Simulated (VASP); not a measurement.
# KCl in VASP: one cell, several levels of theory

Aim: gap, levels, forces and stress of rocksalt KCl, under +6.0 % equal strain in all directions at fixed geometry. Runs: PBE, r2SCAN. The results are then set beside those of Ansatz 0.2.0 for the same cell.

Program: VASP 6.6.1. PAW datasets, plane waves. (Simulation; spin polarisation is off.)

## (1) Starting point

The cell comes from an earlier relaxation with r2SCAN in another program.

It is cubic, Fm-3m (No. 225); a = 6.666 Å in the conventional setting, 37.02 Å³ an atom. Around K lie 6 Cl at 3.33 Å; around Cl lie 6 K at 3.33 Å.

As a file:

```
CELL_PARAMETERS angstrom
0.00000 3.33291 3.33291
3.33291 0.00000 3.33291
3.33291 3.33291 0.00000
ATOMIC_POSITIONS crystal
K 0.00000 0.00000 0.00000
Cl 0.50000 0.50000 0.50000
```

## (2) PBE

Contents of INCAR:

```
ENCUT = 520.000000
SIGMA = 0.020000
EDIFF = 1.00e-07
GGA = PE
PREC = Accurate
IBRION = -1
ISIF = 2
ISMEAR = -1
NBANDS = 15
NELM = 120
NSW = 0
LASPH = .TRUE.
LCHARG = .FALSE.
LWAVE = .FALSE.
LREAL = .FALSE.
```

Contents of KPOINTS:

```
KPOINTS created by Atomic Simulation Environment
0
Gamma
8 8 8
0 0 0
```

Contents of KPOINTS_OPT:

```
special points
6
Reciprocal
0.0000000000 0.0000000000 0.0000000000 1
0.5000000000 0.0000000000 0.5000000000 1
0.6250000000 0.2500000000 0.6250000000 1
0.3750000000 0.3750000000 0.7500000000 1
0.5000000000 0.5000000000 0.5000000000 1
0.5000000000 0.2500000000 0.7500000000 1
```

Contents of POSCAR:

```
K  Cl
 1.0000000000000000
     0.0000000000000000    3.3329101772000000    3.3329101772000000
     3.3329101772000000    0.0000000000000000    3.3329101772000000
     3.3329101772000000    3.3329101772000000    0.0000000000000000
 K   Cl
   1   1
Cartesian
  0.0000000000000000  0.0000000000000000  0.0000000000000000
  3.3329101771999996  3.3329101771999996  3.3329101771999996
```

The run uses the recommended PBE PAW datasets (16 valence electrons a neutral cell).

On the command line:

```bash
$ mpirun -np 1 vasp_std
```

Printed to the terminal (iteration lines stand in OSZICAR):

```text
POSCAR found type information on POSCAR K Cl
 POSCAR found :  2 types and       2 ions
 LDA part: xc-table for (Slater+PW92), standard interpolation
 POSCAR, INCAR and KPOINTS ok, starting setup
 FFT: planning ... GRIDC
 FFT: planning ... GRID_SOFT
 FFT: planning ... GRID
 WAVECAR not read
 entering main loop
 Start KPOINTS_OPT (optional k-point list driver)
k-point batch [1-6\6]
```

OSZICAR:

```text
N       E                     dE             d eps       ncg     rms          rms(c)
DAV:   1     0.100887673967E+03    0.10089E+03   -0.68757E+03   870   0.930E+02
DAV:   2    -0.834197636755E-02   -0.10090E+03   -0.91568E+02  1102   0.226E+02
DAV:   3    -0.685766517519E+01   -0.68493E+01   -0.68101E+01  1164   0.529E+01
DAV:   4    -0.711639857559E+01   -0.25873E+00   -0.25866E+00  1409   0.945E+00
DAV:   5    -0.711844241942E+01   -0.20438E-02   -0.20438E-02  1199   0.934E-01    0.281E+00
DAV:   6    -0.677030977696E+01    0.34813E+00   -0.49486E-01  1101   0.325E+00    0.221E+00
DAV:   7    -0.674818747319E+01    0.22122E-01   -0.11833E-01  1199   0.179E+00    0.136E+00
DAV:   8    -0.676185045011E+01   -0.13663E-01   -0.20190E-02  1135   0.101E+00    0.208E-01
DAV:   9    -0.676279422435E+01   -0.94377E-03   -0.16681E-03  1136   0.253E-01    0.114E-01
DAV:  10    -0.676354066605E+01   -0.74644E-03   -0.79166E-04   947   0.181E-01    0.272E-02
DAV:  11    -0.676354704201E+01   -0.63760E-05   -0.52754E-05  1219   0.377E-02    0.166E-02
DAV:  12    -0.676354902952E+01   -0.19875E-05   -0.69671E-06  1024   0.161E-02    0.201E-03
DAV:  13    -0.676354984974E+01   -0.82022E-06   -0.10270E-06   968   0.628E-03    0.126E-03
DAV:  14    -0.676355001779E+01   -0.16805E-06   -0.16966E-07  1058   0.233E-03    0.208E-04
DAV:  15    -0.676355005048E+01   -0.32687E-07   -0.51373E-09   904   0.459E-04
   1 F= -.67635501E+01 E0= -.67635501E+01  d E =-.969692E-11
       N       E                     dE             ncg
DAV:   1     0.260035140325E+03   -0.29493E+04      180
DAV:   2    -0.331344512518E+03   -0.59138E+03      243
DAV:   3    -0.369322748667E+03   -0.37978E+02      243
DAV:   4    -0.371030640569E+03   -0.17079E+01      285
DAV:   5    -0.371044522219E+03   -0.13882E-01      243
DAV:   6    -0.371044945349E+03   -0.42313E-03      262
DAV:   7    -0.371044948183E+03   -0.28345E-05      251
DAV:   8    -0.371044948280E+03   -0.97378E-07      265
```

The lines after F= are the extra pass for the points of KPOINTS_OPT, at fixed density; their E is not a total energy.

From OUTCAR:

```text
k-points           NKPTS =     29   k-points in BZ     NKDIM =     29   number of bands    NBANDS=     15

   NELECT =      16.0000    total number of electrons

   dimension x,y,z NGX =    36 NGY =   36 NGZ =   36
   dimension x,y,z NGXF=    72 NGYF=   72 NGZF=   72

  energy-cutoff  :      520.00
  volume of cell :       74.05
      direct lattice vectors                 reciprocal lattice vectors
     0.000000000  3.332910177  3.332910177    -0.150019044  0.150019044  0.150019044
     3.332910177  0.000000000  3.332910177     0.150019044 -0.150019044  0.150019044
     3.332910177  3.332910177  0.000000000     0.150019044  0.150019044 -0.150019044

 k-points in reciprocal lattice and weights: KPOINTS created by Atomic Simulation Env
   0.00000000  0.00000000  0.00000000       0.002
   0.12500000  0.00000000  0.00000000       0.016
   0.25000000  0.00000000  0.00000000       0.016
   0.37500000  0.00000000  0.00000000       0.016
   0.50000000  0.00000000  0.00000000       0.008
   0.12500000  0.12500000  0.00000000       0.012
   0.25000000  0.12500000  0.00000000       0.047
   0.37500000  0.12500000  0.00000000       0.047
[... 21 more k-points ...]

 E-fermi :  -2.0130

 k-point     1 :       0.0000    0.0000    0.0000
  band No.  band energies     occupation
      1     -30.0950      2.00000
      2     -14.3929      2.00000
      3     -13.5510      2.00000
      4     -13.5510      2.00000
      5     -13.5510      2.00000
      6      -2.4401      2.00000
      7      -2.4401      2.00000
      8      -2.4401      2.00000
      9       2.2035      0.00000
     10       5.7868      0.00000
     11       5.7868      0.00000
     12       5.7868      0.00000
     13       6.5739      0.00000
     14       6.5739      0.00000
     15       9.8961      0.00000

 k-point     2 :       0.1250    0.0000    0.0000
  band No.  band energies     occupation
      1     -30.0944      2.00000
      2     -14.4178      2.00000
      3     -13.5519      2.00000
      4     -13.5519      2.00000
      5     -13.5215      2.00000
      6      -2.5806      2.00000
      7      -2.4725      2.00000
      8      -2.4725      2.00000
      9       2.5198      0.00000
     10       5.6570      0.00000
     11       5.9502      0.00000
     12       5.9502      0.00000
     13       6.7319      0.00000
     14       6.7319      0.00000
     15      10.3759      0.00000

 k-point     3 :       0.2500    0.0000    0.0000
  band No.  band energies     occupation
      1     -30.0929      2.00000
      2     -14.4721      2.00000
      3     -13.5540      2.00000
      4     -13.5540      2.00000
      5     -13.4560      2.00000
      6      -2.8774      2.00000
      7      -2.5488      2.00000
      8      -2.5488      2.00000
      9       3.3043      0.00000
     10       5.4793      0.00000
     11       6.4127      0.00000
     12       6.4127      0.00000
     13       7.1687      0.00000
     14       7.1687      0.00000
     15      10.0704      0.00000

 k-point     4 :       0.3750    0.0000    0.0000
  band No.  band energies     occupation
      1     -30.0915      2.00000
      2     -14.5202      2.00000
      3     -13.5561      2.00000
      4     -13.5561      2.00000
      5     -13.3967      2.00000
      6      -3.1325      2.00000
      7      -2.6224      2.00000
      8      -2.6224      2.00000
      9       4.1924      0.00000
     10       5.4380      0.00000
     11       7.0709      0.00000
     12       7.0709      0.00000
     13       7.7656      0.00000
     14       7.7656      0.00000
     15       8.9731      0.00000

 k-point     5 :       0.5000    0.0000    0.0000
  band No.  band energies     occupation
      1     -30.0908      2.00000
      2     -14.5387      2.00000
      3     -13.5569      2.00000
      4     -13.5569      2.00000
      5     -13.3735      2.00000
      6      -3.2293      2.00000
      7      -2.6522      2.00000
      8      -2.6522      2.00000
      9       4.6366      0.00000
     10       5.4463      0.00000
     11       7.4914      0.00000
     12       7.4914      0.00000
     13       8.3251      0.00000
     14       8.3251      0.00000
     15       8.5231      0.00000

[... the tables of k-points 6 to 29 left out ...]

  Total       -0.7211146     -0.7211146     -0.7211146      0.0000000     -0.0000000     -0.0000000
  in kB      -15.6032131    -15.6032131    -15.6032131      0.0000000     -0.0000000     -0.0000000
  external PRESSURE =     -15.6032131 kB  Pullay stress =       0.0000000 kB

 POSITION                                       TOTAL-FORCE (eV/Angst)
 -----------------------------------------------------------------------------------
      0.00000      0.00000      0.00000         0.000000      0.000000      0.000000
      3.33291      3.33291      3.33291        -0.000000     -0.000000     -0.000000
 -----------------------------------------------------------------------------------
    total drift:                                0.000000      0.000000      0.000000

  FREE ENERGIE OF THE ION-ELECTRON SYSTEM (eV)
  ---------------------------------------------------
  free  energy   TOTEN  =        -6.7635500505 eV

  energy  without entropy=       -6.7635500505  energy(sigma->0) =       -6.76355005
```

Hardware: 1 MPI rank of Intel Xeon Platinum 8488C, shared host.

The levels at the points of KPOINTS_OPT are read from vasprun.xml.

Band energies at the special points (eV, zero at the top of v, the last band that the electrons fill by count):

| point | v−1 | v | c | c+1 |
| --- | --- | --- | --- | --- |
| Γ | 0.00 | 0.00 | 4.64 | 8.23 |
| X | -0.19 | -0.19 | 6.60 | 7.59 |
| U | -0.42 | -0.21 | 7.14 | 8.40 |
| K | -0.42 | -0.21 | 7.14 | 8.40 |
| L | -0.21 | -0.21 | 7.08 | 7.89 |
| W | -0.38 | -0.35 | 7.74 | 7.74 |

PBE gives a direct gap of 4.64 eV at Γ. Pressure: -1.56 GPa; the forces vanish within 0.01 eV/Å.

## (3) Single point with r2SCAN

Contents of INCAR:

```
ENCUT = 520.000000
SIGMA = 0.010000
EDIFF = 1.00e-07
ALGO = Normal
METAGGA = R2SCAN
PREC = Accurate
IBRION = -1
ISIF = 2
ISMEAR = 0
NBANDS = 15
NELM = 120
NSW = 0
LASPH = .TRUE.
LCHARG = .TRUE.
LELF = .TRUE.
LWAVE = .FALSE.
LREAL = .FALSE.
```

KPOINTS is that of step 2.

KPOINTS_OPT is that of step 2.

POSCAR is that of step 2.

On the command line:

```bash
$ mpirun -np 1 vasp_std
```

Standard output, without the iteration lines:

```text
POSCAR found type information on POSCAR K Cl
 POSCAR found :  2 types and       2 ions
 -----------------------------------------------------------------------------
|                                                                             |
|                                                                             |
|     You enforced a specific xc type in the INCAR file but a different       |
|     I HOPE YOU KNOW WHAT YOU ARE DOING!                                     |
|                                                                             |
 -----------------------------------------------------------------------------

 LDA part: xc-table for (None), standard interpolation
 POSCAR, INCAR and KPOINTS ok, starting setup
 FFT: planning ... GRIDC
 FFT: planning ... GRID_SOFT
 FFT: planning ... GRID
 WAVECAR not read
 entering main loop
 Start KPOINTS_OPT (optional k-point list driver)
k-point batch [1-6\6]
```

OSZICAR:

```text
N       E                     dE             d eps       ncg     rms          rms(c)
DAV:   1     0.881452014486E+02    0.88145E+02   -0.70032E+03   870   0.950E+02
DAV:   2    -0.134423148882E+02   -0.10159E+03   -0.92147E+02  1146   0.234E+02
DAV:   3    -0.203092343597E+02   -0.68669E+01   -0.68236E+01  1206   0.534E+01
DAV:   4    -0.205947999598E+02   -0.28557E+00   -0.28547E+00  1394   0.991E+00
DAV:   5    -0.205971692321E+02   -0.23693E-02   -0.23692E-02  1220   0.106E+00    0.315E+00
DAV:   6    -0.164199973958E+02    0.41772E+01   -0.11577E+00  1206   0.895E+00    0.239E+00
DAV:   7    -0.163871531085E+02    0.32844E-01   -0.20711E-01  1171   0.265E+00    0.141E+00
DAV:   8    -0.164037856795E+02   -0.16633E-01   -0.10986E-02  1060   0.865E-01    0.542E-01
DAV:   9    -0.164131867715E+02   -0.94011E-02   -0.67666E-03  1087   0.702E-01    0.184E-01
DAV:  10    -0.164141965054E+02   -0.10097E-02   -0.15808E-03  1115   0.253E-01    0.119E-01
DAV:  11    -0.164141271830E+02    0.69322E-04   -0.36211E-04  1059   0.124E-01    0.101E-02
DAV:  12    -0.164141302105E+02   -0.30276E-05   -0.15011E-05  1143   0.290E-02    0.443E-03
DAV:  13    -0.164141295557E+02    0.65480E-06   -0.56794E-07  1372   0.523E-03    0.109E-03
DAV:  14    -0.164141294099E+02    0.14580E-06   -0.54208E-08   904   0.200E-03    0.178E-03
DAV:  15    -0.164141294989E+02   -0.88925E-07   -0.21209E-08   645   0.958E-04
   1 F= -.16414129E+02 E0= -.16414129E+02  d E =-.122802E-60
       N       E                     dE             ncg
DAV:   1     0.215470270961E+03   -0.29938E+04      180
DAV:   2    -0.400592099441E+03   -0.61606E+03      243
DAV:   3    -0.439331621711E+03   -0.38740E+02      243
DAV:   4    -0.441104155926E+03   -0.17725E+01      293
DAV:   5    -0.441116881370E+03   -0.12725E-01      243
DAV:   6    -0.441117255962E+03   -0.37459E-03      247
DAV:   7    -0.441117258989E+03   -0.30266E-05      252
DAV:   8    -0.441117259076E+03   -0.87164E-07      250
```

Parts of OUTCAR:

```text
k-points           NKPTS =     29   k-points in BZ     NKDIM =     29   number of bands    NBANDS=     15

   NELECT =      16.0000    total number of electrons

   dimension x,y,z NGX =    36 NGY =   36 NGZ =   36
   dimension x,y,z NGXF=    72 NGYF=   72 NGZF=   72

  energy-cutoff  :      520.00
  volume of cell :       74.05
      direct lattice vectors                 reciprocal lattice vectors
     0.000000000  3.332910177  3.332910177    -0.150019044  0.150019044  0.150019044
     3.332910177  0.000000000  3.332910177     0.150019044 -0.150019044  0.150019044
     3.332910177  3.332910177  0.000000000     0.150019044  0.150019044 -0.150019044

 k-points in reciprocal lattice and weights: KPOINTS created by Atomic Simulation Env
   0.00000000  0.00000000  0.00000000       0.002
   0.12500000  0.00000000  0.00000000       0.016
   0.25000000  0.00000000  0.00000000       0.016
   0.37500000  0.00000000  0.00000000       0.016
   0.50000000  0.00000000  0.00000000       0.008
   0.12500000  0.12500000  0.00000000       0.012
   0.25000000  0.12500000  0.00000000       0.047
   0.37500000  0.12500000  0.00000000       0.047
[... 21 more k-points ...]

 E-fermi :  -2.7384

 k-point     1 :       0.0000    0.0000    0.0000
  band No.  band energies     occupation
      1     -31.5854      2.00000
      2     -15.3548      2.00000
      3     -14.2699      2.00000
      4     -14.2699      2.00000
      5     -14.2699      2.00000
      6      -2.8523      2.00000
      7      -2.8523      2.00000
      8      -2.8523      2.00000
      9       2.4270      0.00000
     10       6.0557      0.00000
     11       6.0557      0.00000
     12       6.0557      0.00000
     13       7.0012      0.00000
     14       7.0012      0.00000
     15       9.8442      0.00000

 k-point     2 :       0.1250    0.0000    0.0000
  band No.  band energies     occupation
      1     -31.5848      2.00000
      2     -15.3736      2.00000
      3     -14.2707      2.00000
      4     -14.2707      2.00000
      5     -14.2460      2.00000
      6      -2.9876      2.00000
      7      -2.8842      2.00000
      8      -2.8842      2.00000
      9       2.7427      0.00000
     10       5.8886      0.00000
     11       6.2269      0.00000
     12       6.2269      0.00000
     13       7.1650      0.00000
     14       7.1650      0.00000
     15      10.3946      0.00000

 k-point     3 :       0.2500    0.0000    0.0000
  band No.  band energies     occupation
      1     -31.5834      2.00000
      2     -15.4160      2.00000
      3     -14.2725      2.00000
      4     -14.2725      2.00000
      5     -14.1912      2.00000
      6      -3.2781      2.00000
      7      -2.9592      2.00000
      8      -2.9592      2.00000
      9       3.5268      0.00000
     10       5.6661      0.00000
     11       6.7130      0.00000
     12       6.7130      0.00000
     13       7.6176      0.00000
     14       7.6176      0.00000
     15      10.5416      0.00000

 k-point     4 :       0.3750    0.0000    0.0000
  band No.  band energies     occupation
      1     -31.5820      2.00000
      2     -15.4549      2.00000
      3     -14.2744      2.00000
      4     -14.2744      2.00000
      5     -14.1398      2.00000
      6      -3.5318      2.00000
      7      -3.0317      2.00000
      8      -3.0317      2.00000
      9       4.3862      0.00000
     10       5.6330      0.00000
     11       7.4144      0.00000
     12       7.4144      0.00000
     13       8.2230      0.00000
     14       8.2230      0.00000
     15       9.5162      0.00000

 k-point     5 :       0.5000    0.0000    0.0000
  band No.  band energies     occupation
      1     -31.5814      2.00000
      2     -15.4702      2.00000
      3     -14.2752      2.00000
      4     -14.2752      2.00000
      5     -14.1193      2.00000
      6      -3.6289      2.00000
      7      -3.0611      2.00000
      8      -3.0611      2.00000
      9       4.7743      0.00000
     10       5.6878      0.00000
     11       7.8910      0.00000
     12       7.8910      0.00000
     13       8.6975      0.00000
     14       8.6975      0.00000
     15       9.1064      0.00000

[... the tables of k-points 6 to 29 left out ...]

  Total       -1.0162020     -1.0162020     -1.0162020     -0.0000000     -0.0000000      0.0000000
  in kB      -21.9882067    -21.9882067    -21.9882067     -0.0000000     -0.0000000      0.0000000
  external PRESSURE =     -21.9882067 kB  Pullay stress =       0.0000000 kB

 POSITION                                       TOTAL-FORCE (eV/Angst)
 -----------------------------------------------------------------------------------
      0.00000      0.00000      0.00000         0.000000     -0.000000     -0.000000
      3.33291      3.33291      3.33291        -0.000000      0.000000      0.000000
 -----------------------------------------------------------------------------------
    total drift:                                0.000000      0.000000      0.000000

  FREE ENERGIE OF THE ION-ELECTRON SYSTEM (eV)
  ---------------------------------------------------
  free  energy   TOTEN  =       -16.4141294989 eV

  energy  without entropy=      -16.4141294989  energy(sigma->0) =      -16.41412950
```

Hardware: 1 MPI rank of Intel Xeon Platinum 8488C, shared host.

The levels at the points of KPOINTS_OPT are read from vasprun.xml.

Near the gap, in eV above the top of the last filled band v; c is the band after it:

| point | v−1 | v | c | c+1 |
| --- | --- | --- | --- | --- |
| Γ | 0.00 | 0.00 | 5.28 | 8.91 |
| X | -0.19 | -0.19 | 7.12 | 8.45 |
| U | -0.41 | -0.21 | 7.68 | 9.04 |
| K | -0.41 | -0.21 | 7.68 | 9.04 |
| L | -0.21 | -0.21 | 7.63 | 8.54 |
| W | -0.38 | -0.34 | 8.29 | 8.29 |

Gap with r2SCAN: 5.28 eV, direct (Γ). Pressure: -2.20 GPa; the forces vanish within 0.01 eV/Å.

Axes a, b and c in the maps are those of this run's conventional cell (a, b, c = 6.666, 6.666, 6.666 Å).

Density in a lattice plane of the grid's cell (edges 6.67 and 6.67 Å, at 0.000 of the third edge), which holds K and Cl.

Values in e/Å³, 12 rows by 12 columns:
```
 2.74  1.26  0.13  0.05  0.24  1.12  1.65  1.12  0.24  0.05  0.13  1.26
 0.27  0.13  0.03  0.02  0.07  0.24  0.40  0.24  0.07  0.02  0.03  0.13
 0.07  0.05  0.02  0.01  0.02  0.05  0.07  0.05  0.02  0.01  0.02  0.05
 0.40  0.24  0.07  0.02  0.03  0.13  0.27  0.13  0.03  0.02  0.07  0.24
 1.65  1.12  0.24  0.05  0.13  1.26  2.74  1.26  0.13  0.05  0.24  1.12
-0.05  1.65  0.40  0.07  0.27  2.74  4.51  2.74  0.27  0.07  0.40  1.65
 1.65  1.12  0.24  0.05  0.13  1.26  2.74  1.26  0.13  0.05  0.24  1.12
 0.40  0.24  0.07  0.02  0.03  0.13  0.27  0.13  0.03  0.02  0.07  0.24
 0.07  0.05  0.02  0.01  0.02  0.05  0.07  0.05  0.02  0.01  0.02  0.05
 0.27  0.13  0.03  0.02  0.07  0.24  0.40  0.24  0.07  0.02  0.03  0.13
 2.74  1.26  0.13  0.05  0.24  1.12  1.65  1.12  0.24  0.05  0.13  1.26
 4.51  2.74  0.27  0.07  0.40  1.65 -0.05  1.65  0.40  0.07  0.27  2.74
```
Columns run along the first of these edges and rows up along the second, over one cell in 12 and 12 even steps from the bottom left corner. Atoms in the plane (fractional): K at (0.00, 0.00), K at (0.50, 0.50), Cl at (0.00, 0.50), Cl at (0.50, 0.00).

ELF in the same plane.

Ten even steps from ' ' (0.01) to '@' (0.87):
```
**%%@@@@==  ..**@@@@@@%%**%%@@@@@@**..  ==@@@@##
@@@@@@##::    ++%%@@@@@@@@@@@@@@%%++    ::##@@@@
%%##++::      --**%%@@@@@@@@@@%%**--      ::++##
..            ..--++**######**++--..            
......              ..........              ....
####**++--..            ..            ..--++**##
@@@@@@%%**--      ::++##%%##++::      --**%%@@@@
@@@@@@@@%%++    ::##@@@@@@@@@@##::    ++%%@@@@@@
**%%@@@@@@**..  ==@@@@%%**##@@@@==  ..**@@@@@@%%
::++@@@@@@**..  ++@@%%++::++%%@@++  ..**@@@@@@++
**%%@@@@@@**..  ==@@@@##**%%@@@@==  ..**@@@@@@%%
@@@@@@@@%%++    ::##@@@@@@@@@@##::    ++%%@@@@@@
@@@@@@%%**--      ::++##%%##++::      --**%%@@@@
####**++--..            ..            ..--++**##
......              ..........              ....
..            ..--++**######**++--..            
%%##++::      --**%%@@@@@@@@@@%%**--      ::++##
@@@@@@##::    ++%%@@@@@@@@@@@@@@%%++    ::##@@@@
**##@@@@==  ..**@@@@@@%%**%%@@@@@@**..  ==@@@@%%
::++%%@@++  ..**@@@@@@++::++@@@@@@**..  ++@@%%++
```
Columns run along the first of these edges and rows up along the second, over one cell in 24 and 20 even steps from the bottom left corner. Atoms in the plane (fractional): K at (0.00, 0.00), K at (0.50, 0.50), Cl at (0.00, 0.50), Cl at (0.50, 0.00).

Both are smooth fields of the valence electrons: close to the nuclei they are not physical.

Maxima of ELF outside the ion cores: 0.88 in the shell around Cl, 0.8 Å from Cl.

## (4) Results

```
 level  gap (eV)  pressure (GPa)  Ansatz: gap (eV)  Ansatz: pressure (GPa)
   PBE      4.64           -1.56              4.64                   -1.55
r2SCAN      5.28           -2.20              5.28                   -2.16
```

**Reading.** The gap spans 4.64 eV (PBE) to 5.28 eV (r2SCAN). The pressure is highest with PBE (-1.6 GPa) and lowest with r2SCAN (-2.2 GPa), which orders the cells that they would relax to. The two programs agree on the gap within 0.01 eV, far less than the spread between functionals. Each program uses its own PAW datasets and cutoff.
